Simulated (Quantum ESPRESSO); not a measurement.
The system is Ru.

```
CELL_PARAMETERS angstrom
2.70580 0.00000 0.00000
-1.35290 2.34329 0.00000
0.00000 0.00000 4.28190
ATOMIC_POSITIONS crystal
Ru 0.66667 0.33333 0.75000
Ru 0.33333 0.66667 0.25000
```

Base run:

* Program: Quantum ESPRESSO 7.5
* Functional: PBE
* Potentials or basis: PseudoDojo 0.4 FR PBE standard
* Cutoff: 1143 eV
* Density cutoff: 4572 eV
* k mesh: 11 × 11 × 6
* Occupations: fermi-dirac, width 0.05 eV
* Spin: spin-orbit coupling, no magnetisation

Its results: band gap on the k mesh none (metal or under the smearing width); pressure 5.7 GPa.

The run is repeated on the same cell with these changes: k mesh from 11 × 11 × 6 to 4 × 4 × 2. What comes out?

Band gap on the k mesh none (metal or under the smearing width); pressure 2.0 GPa.

Caveats: some runs use coarse meshes.

Not every run made on this cell is shown here.
